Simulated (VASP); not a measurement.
# AlFe (Pm-3m) in VASP: single point with PBE

Aim: the single point of AlFe with PBE.

All numbers are computed with VASP 6.6.1; they aren't measurements. Logs are shortened: lines on timing, memory, paths and dates and some standing lists are left out, and cuts for length are marked.

**1. The crystal as given**

It takes space group Pm-3m (No. 221, cubic). Conventional cell: a = 2.875 Å, b = 2.875 Å, c = 2.875 Å, α = 90.00°, β = 90.00°, γ = 90.00°. Al (site symmetry m-3m) has 8 Fe at 2.49 Å as nearest neighbours. Fe (site symmetry m-3m) is surrounded by 8 Al at 2.49 Å.

The cell comes from a database or a generator and needn't be the stable form of this composition.

**2. Single point, PBE, collinear spin, typed start**

INCAR reads:

```
SYSTEM = AlFe
PREC = Accurate
ENCUT = 520
EDIFF = 1E-6
ISMEAR = 0
SIGMA = 0.1
LREAL = .FALSE.
LASPH = .TRUE.
NELM = 150
ALGO = Normal
ISIF = 2
LWAVE = .FALSE.
LCHARG = .TRUE.
ISPIN = 2
MAGMOM = 0 0.83
LORBIT = 11
LMAXMIX = 4
GGA = PE
LELF = .TRUE.
LVHAR = .TRUE.
NBANDS = 16
```

KPOINTS reads:

```
regular mesh
0
G
  20 20 20
  0 0 0
```

POSCAR reads:

```
AlFe
1.0
    2.8745353662      0.0000000000      0.0000000000
    0.0000000000      2.8745353662      0.0000000000
    0.0000000000      0.0000000000      2.8745353662
Al Fe
1 1
Direct
    0.0000000000      0.0000000000      0.0000000000
    0.5000000000      0.5000000000      0.5000000000
```

Potentials or basis: VASP PAW PBE potentials, release 64 (Al, Fe).

The run is started by

```console
> cat potpaw_PBE.64/Al/POTCAR potpaw_PBE.64/Fe/POTCAR > POTCAR
> mpirun -np 1 vasp_std > vasp.out
```

OUTCAR:

```text
SYSTEM = AlFe
   PREC = Accurate
   ENCUT = 520
   EDIFF = 1E-6
   ISMEAR = 0
   LREAL = .FALSE.
   LASPH = .TRUE.
   NELM = 150
   ISIF = 2
   ISPIN = 2
   LORBIT = 11
   GGA = PE

 ion  position               nearest neighbor table
   1  0.000  0.000  0.000-   2 2.49   2 2.49   2 2.49   2 2.49   2 2.49   2 2.49   2 2.49   2 2.49

   2  0.500  0.500  0.500-   1 2.49   1 2.49   1 2.49   1 2.49   1 2.49   1 2.49   1 2.49   1 2.49

  LATTYP: Found a simple cubic cell.
 ALAT       =     2.8745353662

  Lattice vectors:

 A1 = (   2.8745353662,   0.0000000000,   0.0000000000)
 A2 = (   0.0000000000,   2.8745353662,   0.0000000000)
 A3 = (   0.0000000000,   0.0000000000,   2.8745353662)

Analysis of symmetry for initial positions (statically):
=====================================================================
 Subroutine PRICEL returns:
 Original cell was already a primitive cell.

 Routine SETGRP: Setting up the symmetry group for a
 simple cubic supercell.

 Subroutine GETGRP returns: Found 48 space group operations
 (whereof 48 operations were pure point group operations)
 out of a pool of 48 trial point group operations.

The static configuration has the point symmetry O_h .

Analysis of symmetry for dynamics (positions and initial velocities):
=====================================================================
 Subroutine PRICEL returns:
 Original cell was already a primitive cell.

 Routine SETGRP: Setting up the symmetry group for a
 simple cubic supercell.

 Subroutine GETGRP returns: Found 48 space group operations
 (whereof 48 operations were pure point group operations)
 out of a pool of 48 trial point group operations.

The dynamic configuration has the point symmetry O_h .

Analysis of structural, dynamic, and magnetic symmetry:
=====================================================================
 Subroutine PRICEL returns:
 Original cell was already a primitive cell.

 Routine SETGRP: Setting up the symmetry group for a
 simple cubic supercell.

 Subroutine GETGRP returns: Found 48 space group operations
 (whereof 48 operations were pure point group operations)
 out of a pool of 48 trial point group operations.

The overall configuration has the point symmetry O_h .

 Subroutine INISYM returns: Found 48 space group operations
 (whereof 48 operations are pure point group operations),
 and found     1 'primitive' translations

----------------------------------------------------------------------------------------

                                     Primitive cell

  volume of cell :      23.7522

  direct lattice vectors                    reciprocal lattice vectors
     2.874535366  0.000000000  0.000000000     0.347882309  0.000000000  0.000000000
     0.000000000  2.874535366  0.000000000     0.000000000  0.347882309  0.000000000
     0.000000000  0.000000000  2.874535366     0.000000000  0.000000000  0.347882309

  length of vectors
     2.874535366  2.874535366  2.874535366     0.347882309  0.347882309  0.347882309

  position of ions in fractional coordinates (direct lattice)
     0.000000000  0.000000000  0.000000000
     0.500000000  0.500000000  0.500000000

  ion indices of the primitive-cell ions
   primitive index   ion index
                 1           1
                 2           2

----------------------------------------------------------------------------------------

 KPOINTS: regular mesh

Automatic generation of k-mesh.
 Grid dimensions read from file:
 generate k-points for:   20   20   20

 Generating k-lattice:

  Cartesian coordinates                     Fractional coordinates (reciprocal lattice)
     0.017394115  0.000000000  0.000000000     0.050000000  0.000000000  0.000000000
     0.000000000  0.017394115  0.000000000     0.000000000  0.050000000  0.000000000
     0.000000000  0.000000000  0.017394115     0.000000000  0.000000000  0.050000000

  Length of vectors
     0.017394115  0.017394115  0.017394115

  Shift w.r.t. Gamma in fractional coordinates (k-lattice)
     0.000000000  0.000000000  0.000000000

 Subroutine IBZKPT returns following result:
 ===========================================

 Found    286 irreducible k-points:

 Following reciprocal coordinates:
            Coordinates               Weight
  0.000000  0.000000  0.000000      1.000000
  0.050000  0.000000  0.000000      6.000000
  0.100000  0.000000  0.000000      6.000000
  0.150000  0.000000  0.000000      6.000000
  0.200000  0.000000  0.000000      6.000000
  0.250000  0.000000  0.000000      6.000000
[... 16 lines left out ...]
  0.150000  0.100000  0.000000     24.000000
  0.200000  0.100000  0.000000     24.000000
 [... further k-points ...]
   k-points           NKPTS =    286   k-points in BZ     NKDIM =    286   number of bands    NBANDS=     16
   number of dos      NEDOS =    301   number of ions     NIONS =      2
   total plane-waves  NPLWV =  13824
   dimension x,y,z NGX =    24 NGY =   24 NGZ =   24
   dimension x,y,z NGXF=    48 NGYF=   48 NGZF=   48
   ions per type =               1   1
   NGX,Y,Z   is equivalent  to a cutoff of  13.88, 13.88, 13.88 a.u.
   NGXF,Y,Z  is equivalent  to a cutoff of  27.76, 27.76, 27.76 a.u.
 SYSTEM =  AlFe
   PREC   = accura    normal or accurate (medium, high low for compatibility)
   ISTART =      0    job   : 0-new  1-cont  2-samecut
   ICHARG =      2    charge: 1-file 2-atom 10-const
   ISPIN  =      2    spin polarized calculation?
   LNONCOLLINEAR =      F non collinear calculations
   LSORBIT =      F    spin-orbit coupling
   LASPH  =      T    aspherical Exc in radial PAW
   ENCUT  =  520.0 eV  38.22 Ry    6.18 a.u.   5.34  5.34  5.34*2*pi/ulx,y,z
   NELM   =    150;   NELMIN=  2; NELMDL= -5     # of ELM steps
   EDIFF  = 0.1E-05   stopping-criterion for ELM
   LREAL  =      F    real-space projection
   EDIFFG = 0.1E-04   stopping-criterion for IOM
   NSW    =      0    number of steps for IOM
   IBRION =     -1    ionic relax: 0-MD 1-quasi-New 2-CG
   NFREE  =      0    steps in history (QN), initial steepest desc. (CG)
   ISIF   =      2    stress and relaxation
   ISYM   =      2    0-nonsym 1-usesym 2-fastsym
   POTIM  = 0.5000    time-step for ionic-motion
   TEBEG  =    0.0;   TEEND  =   0.0 temperature during run
   PSTRESS=    0.0 pullay stress
   NELECT =      11.0000    total number of electrons
   NUPDOWN=      -1.0000    fix difference up-down
   EMIN   =  10.00;   EMAX   =-10.00  energy-range for DOS
   EFERMI =   0.00;   METHOD = LEGACY
   ISMEAR =     0;   SIGMA  =   0.10  broadening in eV -4-tet -1-fermi 0-gaus
   EFERMI_NEDOS =   21; number of points for ismear=-14 and -15
   IALGO  =     38    algorithm
   IMIX   =      4    mixing-type and parameters
     AMIX     =   0.40;   BMIX     =  1.00
     AMIX_MAG =   1.60;   BMIX_MAG =  1.00
  volume/ion in A,a.u.               =      11.88        80.14
  Fermi-wavevector in a.u.,A,eV,Ry     =   1.266596  2.393519 21.827352  1.604265
  Thomas-Fermi vector in A             =   2.399788
   LORBIT       =     11    0 simple, 1 ext, 2 COOP (PROOUT), +10 PAW based schemes
   GGA     = PE    functional components
   LHFCALC =     F    Hartree Fock is set to
   AEXX    =    0.0000 exact exchange contribution
   IVDW    =     0    specifies the selected vdW correction
   LEPSILON=     F    determine dielectric tensor
   LRPA    =     F    only Hartree local field effects (RPA)
 spin polarized calculation
 Gauss-broadening in eV      SIGMA  =   0.10
  energy-cutoff  :      520.00
  volume of cell :       23.75
 maximum number of plane-waves:       659
 NGX is ok and might be reduce to    24
   NGX = 11   NGY = 11   NGZ = 11

 number of electron      10.9999994 magnetization       0.6967094

 Free energy of the ion-electron system (eV)
  ---------------------------------------------------
  ext. energy  EPLUGINS =         0.00000000
  ---------------------------------------------------
  free energy    TOTEN  =       -12.65411286 eV

  energy without entropy =      -12.64306930  energy(sigma->0) =      -12.64859108

 E-fermi :   8.0214     XC(G=0): -12.1452

 val. band max:        8.0212340280   @ k =   0.2500   0.1500   0.1500
 cond. band min:       8.0233206167   @ k =   0.2500   0.2000   0.1000
 fundamental gap:      0.0020865887
 Fermi energy:         8.0214051625

 spin component 1

 k-point     1 :       0.0000    0.0000    0.0000
  band No.  band energies     occupation
      1      -2.3928      1.00000
      2       5.5082      1.00000
      3       5.5082      1.00000
      4       7.6312      1.00000
      5       7.6312      1.00000
      6       7.6312      1.00000
[... 8 lines left out ...]
     15      29.7992      0.00000
     16      31.6668      0.00000
[... 419 lines left out ...]
 k-point    24 :       0.2000    0.1000    0.0000
  band No.  band energies     occupation
      1      -1.4687      1.00000
      2       5.3868      1.00000
      3       5.7078      1.00000
      4       7.1298      1.00000
      5       7.2742      1.00000
      6       7.5765      1.00000
[... 8 lines left out ...]
     15      28.3354      0.00000
     16      28.4086      0.00000

 [... further k-points ...]

 spin component 2

 k-point     1 :       0.0000    0.0000    0.0000
  band No.  band energies     occupation
      1      -2.3874      1.00000
      2       5.8768      1.00000
      3       5.8768      1.00000
      4       8.4626      0.00000
      5       8.4626      0.00000
      6       8.4626      0.00000
[... 8 lines left out ...]
     15      29.8420      0.00000
     16      31.6461      0.00000
[... 419 lines left out ...]
 k-point    24 :       0.2000    0.1000    0.0000
  band No.  band energies     occupation
      1      -1.4638      1.00000
      2       5.6763      1.00000
      3       6.0863      1.00000
      4       7.8735      0.98178
      5       8.0541      0.32201
      6       8.4003      0.00000
[... 8 lines left out ...]
     15      28.3675      0.00000
     16      28.4489      0.00000

 [... further k-points ...]

------------------------ aborting loop because EDIFF is reached ----------------------------------------

  FORCE on cell =-STRESS in cart. coord.  units (eV):
  Direction    XX          YY          ZZ          XY          YZ          ZX
  --------------------------------------------------------------------------------------
  -------------------------------------------------------------------------------------
  Total        0.0036029      0.0036029      0.0036029      0.0000000     -0.0000000      0.0000000
  in kB        0.2430318      0.2430318      0.2430318      0.0000000     -0.0000000      0.0000000
  external PRESSURE =       0.2430318 kB  Pullay stress =       0.0000000 kB

 VOLUME and BASIS-vectors are now :
 -----------------------------------------------------------------------------
  energy-cutoff  :      520.00
  volume of cell :       23.75
      direct lattice vectors                 reciprocal lattice vectors
     2.874535366  0.000000000  0.000000000     0.347882309  0.000000000  0.000000000
     0.000000000  2.874535366  0.000000000     0.000000000  0.347882309  0.000000000
     0.000000000  0.000000000  2.874535366     0.000000000  0.000000000  0.347882309

 POSITION                                       TOTAL-FORCE (eV/Angst)
 -----------------------------------------------------------------------------------
      0.00000      0.00000      0.00000         0.000000      0.000000      0.000000
      1.43727      1.43727      1.43727         0.000000      0.000000      0.000000
 -----------------------------------------------------------------------------------
    total drift:                                0.000000     -0.000000     -0.000000

  FREE ENERGIE OF THE ION-ELECTRON SYSTEM (eV)
  ---------------------------------------------------
  free  energy   TOTEN  =       -12.6541128632 eV

  energy  without entropy=      -12.6430693044  energy(sigma->0) =      -12.64859108

 total charge

# of ion       s       p       d       tot
------------------------------------------
    1        0.400   0.436   0.000   0.836
    2        0.431   0.502   6.483   7.416
--------------------------------------------------
tot          0.831   0.938   6.483   8.252

 magnetization (x)

# of ion       s       p       d       tot
------------------------------------------
    1       -0.008  -0.016   0.000  -0.024
    2       -0.000   0.008   0.730   0.738
--------------------------------------------------
tot         -0.008  -0.008   0.730   0.714
```

Wall time 1.8 min (1 thread of Intel Xeon Platinum 8488C (Sapphire Rapids), shared host); peak memory 0.28 GiB.

What came out:

- Free energy: -12.6541 eV
- Pressure: 0.0 GPa
- Band gap on the k mesh: none (metal or under the smearing width)
- Net moment: 0.70 μB per cell
- Site moments: Al -0.02; Fe +0.74 μB
- Valence electrons inside the program's atomic spheres: Al 0.84; Fe 7.42

Levels at points of the mesh, in eV from the Fermi level:
Spin up:
```csv
k point,band 2,band 3,band 4,band 5,band 6,band 7,band 8,band 9,band 10,band 11
"(0.00, 0.00, 0.00)",-2.51,-2.51,-0.39,-0.39,-0.39,6.35,6.35,6.35,9.31,9.31
"(0.50, 0.00, 0.00)",-6.03,-1.89,-1.33,-1.33,-0.27,0.89,8.72,11.05,11.05,11.95
"(0.50, 0.50, 0.00)",-2.54,-2.12,-2.12,-1.10,-1.10,0.44,3.23,4.02,12.84,16.08
"(0.50, 0.50, 0.50)",-3.62,-3.62,0.48,0.48,2.96,2.96,2.96,4.27,5.91,5.91
```
Spin down:
| k point | band 1 | band 2 | band 3 | band 4 | band 5 | band 6 | band 7 | band 8 | band 9 | band 10 |
| --- | --- | --- | --- | --- | --- | --- | --- | --- | --- | --- |
| (0.00, 0.00, 0.00) | -10.41 | -2.14 | -2.14 | 0.44 | 0.44 | 0.44 | 6.38 | 6.38 | 6.38 | 9.38 |
| (0.50, 0.00, 0.00) | -6.25 | -5.95 | -1.46 | -0.61 | -0.61 | 0.58 | 1.39 | 8.61 | 11.13 | 11.13 |
| (0.50, 0.50, 0.00) | -4.69 | -2.23 | -2.13 | -2.13 | -0.34 | -0.34 | 0.99 | 3.58 | 4.56 | 12.77 |
| (0.50, 0.50, 0.50) | -3.22 | -3.22 | -3.22 | 1.03 | 1.03 | 3.03 | 3.03 | 3.03 | 4.20 | 6.31 |
